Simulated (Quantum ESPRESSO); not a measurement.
Here is a Quantum ESPRESSO 7.5 calculation.

File pw.in:

```
&CONTROL
  calculation = 'scf'
  prefix = 'pwscf'
  outdir = './tmp'
  pseudo_dir = './pseudo'
  tprnfor = .true.
  tstress = .true.
  disk_io = 'low'
/
&SYSTEM
  ibrav = 0
  nat = 2
  ntyp = 2
  ecutwfc = 84
  nbnd = 42
  occupations = 'smearing'
  smearing = 'fd'
  degauss = 0.00367493
  noncolin = .true.
  lspinorb = .true.
/
&ELECTRONS
  conv_thr = 4d-10
  electron_maxstep = 120
  mixing_beta = 0.5
/
ATOMIC_SPECIES
In   114.8180 In.upf
As    74.9216 As.upf
CELL_PARAMETERS angstrom
   0.0000000000    3.0180000000    3.0180000000
   3.0180000000    0.0000000000    3.0180000000
   3.0180000000    3.0180000000    0.0000000000
ATOMIC_POSITIONS crystal
In     0.0000000000    0.0000000000    0.0000000000
As     0.7500000000    0.7500000000    0.7500000000
K_POINTS automatic
8 8 8 0 0 0
```

bands.in

```
&CONTROL
  calculation = 'bands'
  prefix = 'pwscf'
  outdir = './tmp'
  pseudo_dir = './pseudo'
  disk_io = 'low'
  verbosity = 'high'
/
&SYSTEM
  ibrav = 0
  nat = 2
  ntyp = 2
  ecutwfc = 84
  nbnd = 42
  occupations = 'smearing'
  smearing = 'fd'
  degauss = 0.00367493
  noncolin = .true.
  lspinorb = .true.
/
&ELECTRONS
  conv_thr = 1d-08
  electron_maxstep = 120
  mixing_beta = 0.5
  diago_full_acc = .true.
/
ATOMIC_SPECIES
In   114.8180 In.upf
As    74.9216 As.upf
CELL_PARAMETERS angstrom
   0.0000000000    3.0180000000    3.0180000000
   3.0180000000    0.0000000000    3.0180000000
   3.0180000000    3.0180000000    0.0000000000
ATOMIC_POSITIONS crystal
In     0.0000000000    0.0000000000    0.0000000000
As     0.7500000000    0.7500000000    0.7500000000
K_POINTS crystal
60
 0.0000000000  0.0000000000  0.0000000000 1
 0.0625000000  0.0000000000  0.0625000000 1
 0.1250000000  0.0000000000  0.1250000000 1
 0.1875000000  0.0000000000  0.1875000000 1
 0.2500000000  0.0000000000  0.2500000000 1
 0.3125000000  0.0000000000  0.3125000000 1
 0.3750000000  0.0000000000  0.3750000000 1
 0.4375000000  0.0000000000  0.4375000000 1
 0.5000000000  0.0000000000  0.5000000000 1
 0.5000000000  0.0625000000  0.5625000000 1
 0.5000000000  0.1250000000  0.6250000000 1
 0.5000000000  0.1875000000  0.6875000000 1
 0.5000000000  0.2500000000  0.7500000000 1
 0.4375000000  0.3125000000  0.7500000000 1
 0.3750000000  0.3750000000  0.7500000000 1
 0.3375000000  0.3375000000  0.6750000000 1
 0.3000000000  0.3000000000  0.6000000000 1
 0.2625000000  0.2625000000  0.5250000000 1
 0.2250000000  0.2250000000  0.4500000000 1
 0.1875000000  0.1875000000  0.3750000000 1
 0.1500000000  0.1500000000  0.3000000000 1
 0.1125000000  0.1125000000  0.2250000000 1
 0.0750000000  0.0750000000  0.1500000000 1
 0.0375000000  0.0375000000  0.0750000000 1
 0.0000000000  0.0000000000  0.0000000000 1
 0.0625000000  0.0625000000  0.0625000000 1
 0.1250000000  0.1250000000  0.1250000000 1
 0.1875000000  0.1875000000  0.1875000000 1
 0.2500000000  0.2500000000  0.2500000000 1
 0.3125000000  0.3125000000  0.3125000000 1
 0.3750000000  0.3750000000  0.3750000000 1
 0.4375000000  0.4375000000  0.4375000000 1
 0.5000000000  0.5000000000  0.5000000000 1
 0.5250000000  0.4500000000  0.5250000000 1
 0.5500000000  0.4000000000  0.5500000000 1
 0.5750000000  0.3500000000  0.5750000000 1
 0.6000000000  0.3000000000  0.6000000000 1
 0.6250000000  0.2500000000  0.6250000000 1
 0.5833333333  0.2500000000  0.6666666667 1
 0.5416666667  0.2500000000  0.7083333333 1
 0.5000000000  0.2500000000  0.7500000000 1
 0.5000000000  0.2857142857  0.7142857143 1
 0.5000000000  0.3214285714  0.6785714286 1
 0.5000000000  0.3571428571  0.6428571429 1
 0.5000000000  0.3928571429  0.6071428571 1
 0.5000000000  0.4285714286  0.5714285714 1
 0.5000000000  0.4642857143  0.5357142857 1
 0.5000000000  0.5000000000  0.5000000000 1
 0.4821428571  0.4821428571  0.5357142857 1
 0.4642857143  0.4642857143  0.5714285714 1
 0.4464285714  0.4464285714  0.6071428571 1
 0.4285714286  0.4285714286  0.6428571429 1
 0.4107142857  0.4107142857  0.6785714286 1
 0.3928571429  0.3928571429  0.7142857143 1
 0.3750000000  0.3750000000  0.7500000000 1
 0.6250000000  0.2500000000  0.6250000000 1
 0.5937500000  0.1875000000  0.5937500000 1
 0.5625000000  0.1250000000  0.5625000000 1
 0.5312500000  0.0625000000  0.5312500000 1
 0.5000000000  0.0000000000  0.5000000000 1
```

Potentials or basis: PseudoDojo 0.4 FR PBE standard.

Launch:

```bash
$ OMP_NUM_THREADS=1 pw.x -in pw.in > pw.out
$ OMP_NUM_THREADS=1 pw.x -in bands.in > bands.out
```

Task: What does it give for the band gap on the k mesh?

Result: None (metal or under the smearing width).

Task: Estimate the pressure.

Result: 4.4 GPa.

Levels at the corners of the path, in eV from the Fermi level:
| point | band 26 | band 27 | band 28 | band 29 | band 30 | band 31 |
| --- | --- | --- | --- | --- | --- | --- |
| Γ | -0.29 | -0.01 | -0.01 | -0.01 | -0.01 | 3.47 |
| X | -2.47 | -2.47 | -2.47 | 1.42 | 1.42 | 1.94 |
| W | -3.09 | -3.06 | -2.96 | 4.01 | 4.17 | 4.19 |
| K | -3.42 | -2.10 | -2.09 | 1.99 | 1.99 | 4.14 |
| Γ | -0.29 | -0.01 | -0.01 | -0.01 | -0.01 | 3.47 |
| L | -1.25 | -1.00 | -1.00 | 0.84 | 0.84 | 4.46 |
| U | -3.42 | -2.10 | -2.09 | 1.99 | 1.99 | 4.14 |
| W | -3.09 | -3.06 | -2.96 | 4.01 | 4.17 | 4.19 |
| L | -1.25 | -1.00 | -1.00 | 0.84 | 0.84 | 4.46 |
| K | -3.42 | -2.10 | -2.09 | 1.99 | 1.99 | 4.14 |
| U | -3.42 | -2.10 | -2.09 | 1.99 | 1.99 | 4.14 |
| X | -2.47 | -2.47 | -2.47 | 1.42 | 1.42 | 1.94 |

Caveat: this crystal is a semiconductor, whose small gap the functional closes, so the metal is an error of the method.

**Experimental background.**

From a printed reference work, data compilation, for a bulk crystal of InAs at 4.2 K: band gap 0.418 eV (direct).

Measured gap of InAs: 0.418 eV (direct; 4.2 K; a printed reference work, data compilation). This calculation gives 0.00 eV (-0.42 eV). The value is that of PBE on a finite k mesh, which can miss the band edges, without temperature or zero-point motion. Semilocal functionals fall short of measured gaps as a rule.
